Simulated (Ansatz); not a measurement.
Zr:

```
Zr
1.0
     3.23200    0.00000    0.00000
    -1.61600    2.79899    0.00000
     0.00000    0.00000    5.14700
Zr
2
Cartesian
  1.6160 0.9330 3.8603
  0.0000 1.8660 1.2868
```

```yaml
Program: Ansatz 0.2.0
Task: relaxation of cell and atoms
Functional: revPBE
Dispersion: D3(BJ)
Potentials_or_basis: Ansatz PAW
Cutoff: "420 eV (not typed: the program's choice for these potentials)"
k_mesh: 9 × 9 × 5
Occupations: fermi-dirac, width 0.05 eV
Spin: no spin polarisation
```

At the start: volume 23.28 Å³/atom.

Task: Where does the relaxation end?

Result: It ends after 5 steps and the volume is 22.09 Å³/atom (-5.1 %); space group P6_3/mmc (No. 194, to 0.05 Å).

Step by step:
```
step  energy change (eV)  largest force (eV/Å)  volume (Å³)
   1              0.0000                0.0000        46.56
   2             -0.0379                0.0000        44.30
   3             -0.0381                0.0000        44.16
   4             -0.0381                0.0000        44.17
   5             -0.0378                0.0000        44.17
```

Final structure:
```
Zr
1.0
     3.16308    0.00000    0.00000
    -1.58154    2.73931    0.00000
     0.00000    0.00000    5.09785
Zr
2
Cartesian
  1.5815 0.9131 3.8234
  0.0000 1.8262 1.2745
```

Caveat: the plane-wave basis is chosen anew once the cell has moved, so the energies of steps on either side of that aren't comparable; the PAW data sets come from PBE, with cores solved anew for the run's functional, which leaves a small shift of forces and pressure.
